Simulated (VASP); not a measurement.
# GaN (F-43m) in VASP: single point with PBE

Aim: the single point of GaN with PBE.

Program: VASP 6.6.1. These are calculated values, not measurements. Logs are shortened: lines on timing, memory, paths and dates and some standing lists are left out, and cuts for length are marked.

**1. The undisturbed crystal**

It takes space group F-43m (No. 216, cubic). The conventional cell has a = 4.557 Å, b = 4.557 Å, c = 4.557 Å, α = 90.00°, β = 90.00°, γ = 90.00°. Ga (site symmetry -43m) has 4 N at 1.97 Å as nearest neighbours. Around N (site symmetry -43m) lie 4 Ga at 1.97 Å.

The cell is a database's computed one.

**2. Single point, PBE (0 of 3 Ga sites taken by Al, cell and atoms relaxed)**

The input, INCAR:

```
SYSTEM = GaN
ALGO = Fast
EDIFF = 1E-6
ENCUT = 520
GGA = PE
ISIF = 2
ISMEAR = 0
LASPH = .TRUE.
LCHARG = .TRUE.
LELF = .TRUE.
LREAL = .FALSE.
LVHAR = .TRUE.
LWAVE = .FALSE.
NBANDS = 36
NELM = 100
PREC = Accurate
SIGMA = 0.02
```

The input, KPOINTS:

```
k-points
0
G
  10 10 10
  0 0 0
```

The input, POSCAR:

```
GaN
1.0
    0.0000000000      2.2742384873     -2.2742384873
    4.5484769745      0.0000000000      0.0000000000
   -2.2742384873     -4.5484769745     -2.2742384873
Ga N
3 3
Direct
    0.0000000000      0.0000000000      0.0000000000
    0.3333333333      0.3333333333      0.6666666667
    0.6666666667      0.6666666667      0.3333333333
    0.8333333333      0.5833333333      0.6666666667
    0.1666666667      0.9166666667      0.3333333333
    0.5000000000      0.2500000000      0.0000000000
```

Potentials or basis: VASP PAW PBE potentials, release 64 (Ga_d, N).

Command:

```sh
$ cat potpaw_PBE.64/Ga_d/POTCAR potpaw_PBE.64/N/POTCAR > POTCAR
$ mpirun -np 1 vasp_std > vasp.out
```

OUTCAR:

```text
SYSTEM = GaN
   EDIFF = 1E-6
   ENCUT = 520
   GGA = PE
   ISIF = 2
   ISMEAR = 0
   LASPH = .TRUE.
   LREAL = .FALSE.
   NELM = 100
   PREC = Accurate

 ion  position               nearest neighbor table
   1  0.000  0.000  0.000-   5 1.97   4 1.97   6 1.97   6 1.97
   2  0.333  0.333  0.667-   6 1.97   5 1.97   4 1.97   4 1.97
   3  0.667  0.667  0.333-   6 1.97   5 1.97   5 1.97   4 1.97
   4  0.833  0.583  0.667-   1 1.97   2 1.97   2 1.97   3 1.97
   5  0.167  0.917  0.333-   1 1.97   2 1.97   3 1.97   3 1.97
   6  0.500  0.250  0.000-   2 1.97   3 1.97   1 1.97   1 1.97

  LATTYP: Found a body centered orthorhombic cell.
 ALAT       =     3.2162589128
 B/A-ratio  =     1.4142135623
 C/A-ratio  =     3.0000000000

  Lattice vectors:

 A1 = (   2.2742384873,   4.5484769745,   2.2742384873)
 A2 = (  -2.2742384872,   2.2742384872,   4.5484769746)
 A3 = (   2.2742384872,  -4.5484769745,  -2.2742384873)

Analysis of symmetry for initial positions (statically):
=====================================================================
 Subroutine PRICEL returns following result:

  LATTYP: Found a face centered cubic cell.
 ALAT       =     4.5484769739

  Lattice vectors:

 A1 = (  -0.0000000007,   2.2742384866,  -2.2742384873)
 A2 = (   2.2742384870,   2.2742384870,   0.0000000000)
 A3 = (   2.2742384868,  -0.0000000004,  -2.2742384873)

   3 primitive cells build up your supercell.

 Routine SETGRP: Setting up the symmetry group for a
 body centered orthorhombic supercell.

 Subroutine GETGRP returns: Found  4 space group operations
 (whereof  4 operations were pure point group operations)
 out of a pool of  8 trial point group operations.

The static configuration has the point symmetry C_2v.

Analysis of symmetry for dynamics (positions and initial velocities):
=====================================================================
 Subroutine PRICEL returns following result:

  LATTYP: Found a face centered cubic cell.
 ALAT       =     4.5484769739

  Lattice vectors:

 A1 = (  -0.0000000007,   2.2742384866,  -2.2742384873)
 A2 = (   2.2742384870,   2.2742384870,   0.0000000000)
 A3 = (   2.2742384868,  -0.0000000004,  -2.2742384873)
[... 108 lines left out ...]
   ENCUT  =  520.0 eV  38.22 Ry    6.18 a.u.   5.98  8.46 10.36*2*pi/ulx,y,z
   NELM   =    100;   NELMIN=  2; NELMDL= -5     # of ELM steps
   EDIFF  = 0.1E-05   stopping-criterion for ELM
   LREAL  =      F    real-space projection
   EDIFFG = 0.1E-04   stopping-criterion for IOM
   NSW    =      0    number of steps for IOM
   IBRION =     -1    ionic relax: 0-MD 1-quasi-New 2-CG
   NFREE  =      0    steps in history (QN), initial steepest desc. (CG)
   ISIF   =      2    stress and relaxation
   ISYM   =      2    0-nonsym 1-usesym 2-fastsym
   POTIM  = 0.5000    time-step for ionic-motion
   TEBEG  =    0.0;   TEEND  =   0.0 temperature during run
   PSTRESS=    0.0 pullay stress
   NELECT =      54.0000    total number of electrons
   NUPDOWN=      -1.0000    fix difference up-down
   EMIN   =  10.00;   EMAX   =-10.00  energy-range for DOS
   EFERMI =   0.00;   METHOD = LEGACY
   ISMEAR =     0;   SIGMA  =   0.02  broadening in eV -4-tet -1-fermi 0-gaus
   EFERMI_NEDOS =   21; number of points for ismear=-14 and -15
   IALGO  =     68    algorithm
   IMIX   =      4    mixing-type and parameters
     AMIX     =   0.40;   BMIX     =  1.00
     AMIX_MAG =   1.60;   BMIX_MAG =  1.00
  volume/ion in A,a.u.               =      11.76        79.38
  Fermi-wavevector in a.u.,A,eV,Ry     =   1.497337  2.829557 30.504523  2.242019
  Thomas-Fermi vector in A             =   2.609238
   LORBIT       =      0    0 simple, 1 ext, 2 COOP (PROOUT), +10 PAW based schemes
   GGA     = PE    functional components
   LHFCALC =     F    Hartree Fock is set to
   AEXX    =    0.0000 exact exchange contribution
   IVDW    =     0    specifies the selected vdW correction
   LEPSILON=     F    determine dielectric tensor
   LRPA    =     F    only Hartree local field effects (RPA)
 non-spin polarized calculation
 RMM-DIIS sequential band-by-band and
 Gauss-broadening in eV      SIGMA  =   0.02
  energy-cutoff  :      520.00
  volume of cell :       70.58
 maximum number of plane-waves:      1927
   NGX = 11   NGY = 17   NGZ = 21

 number of electron      54.0000031 magnetization

 Free energy of the ion-electron system (eV)
  ---------------------------------------------------
  ext. energy  EPLUGINS =         0.00000000
  ---------------------------------------------------
  free energy    TOTEN  =       -36.46104030 eV

  energy without entropy =      -36.46104030  energy(sigma->0) =      -36.46104030

 E-fermi :   5.1276     XC(G=0): -11.5207

 val. band max:        4.9866136775   @ k =   0.0000   0.0000   0.0000
 cond. band min:       6.5338326656   @ k =   0.0000   0.0000   0.0000
 fundamental gap:      1.5472189881
 Fermi energy:         5.1276071716

 k-point     1 :       0.0000    0.0000    0.0000
  band No.  band energies     occupation
      1     -10.7159      2.00000
      2      -9.7778      2.00000
      3      -9.7778      2.00000
      4      -8.4363      2.00000
      5      -8.4363      2.00000
      6      -8.4363      2.00000
[... 925 lines left out ...]
     35      15.3852      0.00000
     36      15.5549      0.00000

 [... further k-points ...]

------------------------ aborting loop because EDIFF is reached ----------------------------------------

  FORCE on cell =-STRESS in cart. coord.  units (eV):
  Direction    XX          YY          ZZ          XY          YZ          ZX
  --------------------------------------------------------------------------------------
  -------------------------------------------------------------------------------------
  Total        0.1019326      0.1020146      0.1020146      0.0000000     -0.0004198      0.0000000
  in kB        2.3140064      2.3158671      2.3158671      0.0000000     -0.0095310      0.0000000
  external PRESSURE =       2.3152469 kB  Pullay stress =       0.0000000 kB

 VOLUME and BASIS-vectors are now :
 -----------------------------------------------------------------------------
  energy-cutoff  :      520.00
  volume of cell :       70.58
      direct lattice vectors                 reciprocal lattice vectors
     0.000000000  2.274238487 -2.274238487     0.000000000  0.146569208 -0.293138416
     4.548476974  0.000000000  0.000000000     0.219853812 -0.073284604 -0.073284604
    -2.274238487 -4.548476974 -2.274238487     0.000000000 -0.146569208 -0.146569208

 POSITION                                       TOTAL-FORCE (eV/Angst)
 -----------------------------------------------------------------------------------
      0.00000      0.00000      0.00000         0.000040     -0.000000     -0.000000
     -0.00000     -2.27424     -2.27424         0.000040     -0.000000     -0.000000
      2.27424      0.00000     -2.27424         0.000040     -0.000000     -0.000000
      1.13712     -1.13712     -3.41136        -0.000040     -0.000000      0.000000
      3.41136     -1.13712     -1.13712        -0.000040      0.000000     -0.000000
      1.13712      1.13712     -1.13712        -0.000040      0.000000      0.000000
 -----------------------------------------------------------------------------------
    total drift:                               -0.000323      0.000012      0.000014

  FREE ENERGIE OF THE ION-ELECTRON SYSTEM (eV)
  ---------------------------------------------------
  free  energy   TOTEN  =       -36.4610403046 eV

  energy  without entropy=      -36.4610403046  energy(sigma->0) =      -36.46104030
```

Run time: 7.5 min. Hardware: 1 thread of AMD EPYC 7R13 (Zen 3), shared host; peak memory 0.4 GiB.

What came out:

* Free energy: -36.4610 eV
* Pressure: 0.2 GPa
* Band gap on the k mesh: 1.55 eV

A k mesh can miss the band edges.
